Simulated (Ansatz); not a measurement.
# AlN: the cost of one run

All numbers below are computed with Ansatz 0.2.0 (DFT PBE, scalar-relativistic, plane waves, PAW).

## (1) Starting point

The cell holds 14 atoms (Al7N7): a = 5.226 Å, b = 5.611 Å, c = 5.505 Å, α = 86.11°, β = 90.29°, γ = 88.41°.

It is the last frame of an earlier stage of the same melt, run at 300 K.

Coordinates:

```
CELL_PARAMETERS angstrom
5.22539 0.07545 -0.01468
0.07545 5.60768 0.18864
-0.01468 0.18864 5.50192
ATOMIC_POSITIONS crystal
Al 0.36145 0.81370 0.16502
Al 0.07209 0.51191 0.55024
Al 0.92821 0.10534 0.80043
Al 0.41248 0.39653 0.96523
Al 0.88624 0.59183 0.08243
Al 0.44470 0.04239 0.58628
Al 0.88867 0.06723 0.28137
N 0.03683 0.74560 0.79219
N 0.20567 0.50785 0.24200
N 0.70177 0.79498 0.27688
N 0.35825 0.76466 0.82883
N 0.75328 0.29302 0.02766
N 0.22394 0.25758 0.73473
N 0.74840 0.19740 0.52942
```

## (2) Relaxation without symmetry, coarse mesh

A cheap relaxation: coarse mesh, no symmetry, loose thresholds.

Contents of input.yaml:

```yaml
crystal:
  lattice:
    - [5.225388, 0.075452, -0.014681]
    - [0.075452, 5.607676, 0.188637]
    - [-0.014681, 0.188637, 5.501923]
  atoms:
    - { symbol: Al, position: [0.361452467, 0.8137044952, 0.1650214773] }
    - { symbol: Al, position: [0.0720882648, 0.5119127905, 0.5502365986] }
    - { symbol: Al, position: [0.928206011, 0.1053448672, 0.8004338848] }
    - { symbol: Al, position: [0.412479657, 0.3965251192, 0.9652334274] }
    - { symbol: Al, position: [0.8862366059, 0.5918256899, 0.0824340361] }
    - { symbol: Al, position: [0.4446974056, 0.0423924368, 0.5862784987] }
    - { symbol: Al, position: [0.8886749396, 0.0672311326, 0.2813738525] }
    - { symbol: "N", position: [0.0368346735, 0.7455958411, 0.7921939975] }
    - { symbol: "N", position: [0.2056749544, 0.5078527537, 0.2420049868] }
    - { symbol: "N", position: [0.7017658714, 0.7949776599, 0.2768809757] }
    - { symbol: "N", position: [0.3582545888, 0.7646627417, 0.8288261013] }
    - { symbol: "N", position: [0.7532753012, 0.2930207804, 0.0276577467] }
    - { symbol: "N", position: [0.2239361309, 0.2575779916, 0.7347283525] }
    - { symbol: "N", position: [0.7483965571, 0.1973975488, 0.5294191991] }
  symmetry: { detect: false }
basis:
  ecutwfc: 420
kpoints:
  mp_grid: { grid: [2, 2, 2], shift: [0.5, 0.5, 0.5] }
hamiltonian:
  xc: pbe
scf:
  occupations: { method: gaussian, width: 0.1 }
  lower_state_search: "off"
output:
  forces: true
  stress: true
  eigenvalues: true
relax:
  adjacent_minimum: "off"
  f_tol: 0.04
  max_steps: 70
  cell: { stress_tol: 0.3 }
```

Launch:

```
$ ansatz run input.yaml --threads 2 --pin off --max-ram 5120MiB --backend cpu --events-out ev --progress --plain --runs-dir out
```

**Question.** How long does this run take on 2 threads of Arm Neoverse V1, shared host, and how much memory does it need?

About 37 s, with a peak of 0.36 GiB.
